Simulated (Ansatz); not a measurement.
# Bands of BaTiO3

```
Ba Ti O
1.0
     3.98410    0.00000    0.00000
     0.00000    2.83705    2.84580
     0.00000   -2.83705    2.84580
Ba Ti O
1 1 3
Direct
  0.00000 0.00000 0.00000
  0.50000 0.50790 0.50790
  0.00000 0.49210 0.49210
  0.50000 0.50251 0.99371
  0.50000 0.99371 0.50251
```

Atom numbers follow the list: Ba1, Ti2, O3, O4, O5.

The cell is COD entry 9016084, as deposited and not checked against the literature; nothing was relaxed.

Spin–orbit coupling is left out, though it moves levels of the heavy atoms by tenths of an eV or more.

These are results of DFT, PBE, all-electron LAPW, scalar-relativistic (Ansatz 0.2.0), not measurements.

Sampling and basis: a Γ-centred 8×8×8 k mesh, Fermi–Dirac smearing of 0.05 eV, basis error target 1 meV/atom, no spin polarisation.

Points in fractions of the reciprocal vectors of this cell: Γ (0, 0, 0), Y (0, 0.5, 0.5), C0 (0, 0.502, 0.498), Σ0 (0, 0.498, -0.498), Z (0.5, 0, 0), A0 (0.5, 0.498, -0.498), E0 (0.5, 0.502, 0.498), T (0.5, 0.5, 0.5). The path joins them by straight lines in the order Γ–Y–C0–Σ0–Γ–Z–A0–E0–T; legs that retrace an earlier one aren't tabulated. Energies are in eV from the top of the valence band.

Is there a gap, and where are the band edges?

1.85 eV, indirect from A0 (0.5, 0.498, -0.498) to Γ.

List the levels between -8 and 5 eV at the symmetry points.


Γ: -2.27, -2.26, -2.26, -1.17, -1.12, -1.11, -0.21, -0.17, -0.14, 1.85, 1.87, 1.95, 3.99, 4.04
Y: -4.23, -3.96, -3.77, -2.64, -2.60, -1.67, -0.88, -0.86, -0.08, 3.54, 3.57, 3.96, 4.89
C0: -4.23, -3.96, -3.77, -2.64, -2.60, -1.67, -0.88, -0.86, -0.08, 3.54, 3.57, 3.96, 4.89
Σ0: -4.23, -3.96, -3.77, -2.64, -2.60, -1.67, -0.88, -0.86, -0.08, 3.54, 3.57, 3.96, 4.89
Z: -3.99, -2.72 (×2), -1.97, -1.91, -1.81, -1.77, -0.74, -0.70, 2.00, 3.56, 3.59, 3.98
A0: -4.43, -3.79, -3.76, -2.36 (×2), -2.31, -0.03, 0.00 (×2), 4.20, 4.21, 4.23
E0: -4.43, -3.79, -3.76, -2.36 (×2), -2.31, -0.03, 0.00 (×2), 4.20, 4.21, 4.23
T: -4.43, -3.79, -3.76, -2.36, -2.36, -2.31, -0.03, 0.00 (×2), 4.20, 4.21, 4.23
